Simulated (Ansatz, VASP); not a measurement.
**Cu in VASP and in Ansatz**

Contents of INCAR:

```
ALGO = Normal ; EDIFF = 1E-7
ENCUT = 520 ; GGA = PE
ISIF = 2 ; ISMEAR = -1
LASPH = T ; LCHARG = F
LREAL = F ; LWAVE = F
NBANDS = 18 ; NELM = 80
PREC = Accurate ; SIGMA = 0.05
```

The input KPOINTS:

```
k-points
0
Gamma
  11 11 11
```

The input POSCAR:

```
Cu
1.0
    1.2344979457     -4.0287047744      0.0000000000
    1.2344979457      4.0287047744      0.0000000000
    0.0000000000      0.0000000000      2.5080715687
Cu
2
Direct
    0.8661333500      0.1338666500      0.7500000000
    0.1338666500      0.8661333500      0.2500000000
```

input.yaml

```yaml
crystal:
  lattice:
    - [1.2344979457, -4.0287047744, 0.0]
    - [1.2344979457, 4.0287047744, 0.0]
    - [0.0, 0.0, 2.5080715687]
  atoms:
    - { symbol: Cu, position: [0.86613335, 0.13386665, 0.75] }
    - { symbol: Cu, position: [0.13386665, 0.86613335, 0.25] }
hamiltonian:
  xc: pbe
  pseudopotentials: { kind: paw }
kpoints:
  mp_grid: { grid: [11, 11, 11] }
scf:
  occupations: { method: fermi_dirac, width: 0.05 }
output:
  forces: true
  stress: true
  eigenvalues: true
  write_density: true
  write_potential: true
  elf: true
  volumetric_format: npy
```

Change from the starting cell: volume scaled by 1.04.

Alike in both runs: task single point; functional PBE; k mesh 11 × 11 × 11; occupations fermi-dirac, width 0.05 eV; no spin polarisation.

|  | VASP | Ansatz |
| --- | --- | --- |
| version | VASP 6.6.1 | Ansatz 0.2.0 |
| potentials or method | VASP PAW PBE potentials, release 64 (Cu) | Ansatz PAW |
| plane-wave cutoff (eV) | 520 | 420 |
| valence electrons in the cell | 22 | 38 |

Ansatz gave:

* gap on the k mesh at the Fermi level (eV): none
* pressure (GPa): 0.9
* largest component of the traceless stress (GPa): 0.63

Q: What did VASP give for the same quantities?

A: gap on the k mesh at the Fermi level (eV): none; pressure (GPa): 1.4; largest component of the traceless stress (GPa): 0.58.

A gap of «none» marks a metal or a gap that the smearing closes. The functional is the same, so the differences come from potentials, cutoffs and numerics. The two sets of potentials don't hold the same shells in valence.
